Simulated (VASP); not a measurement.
Runs of VASP 6.6.1 on Be. The cell holds a sheet with vacuum, 1 atom: a = 1.999 Å, b = 1.996 Å, c = 23.800 Å, α = 90.00°, β = 90.00°, γ = 90.00°. The cell was built by a generator and needn't be a form met in nature.

```csv
cell,k mesh,mesh quality,gap on the mesh (eV),work function (eV)
"Pmmm, 94.93 Å³/atom",28 × 28 × 1,not flagged,none,-
"Pmmm, 49.1 Å³/atom",10 × 8 × 1,coarse,none,-
"P4/mmm, 95.11 Å³/atom",28 × 28 × 1,not flagged,none,4.77
"Pmmm, 94.93 Å³/atom",10 × 8 × 1,coarse,none,(a)
```

Alike in all rows: task single point; level PBE; potentials or basis VASP PAW PBE potentials, release 64 (Be); no spin polarisation; cutoff (eV) 520; smearing gaussian 0.1 eV.

**Question.** Estimate the missing entries.

**Answer.** (a) 4.62.

Caveats: some runs use coarse meshes.

A gap of «none» marks a metal or a gap under the smearing width.
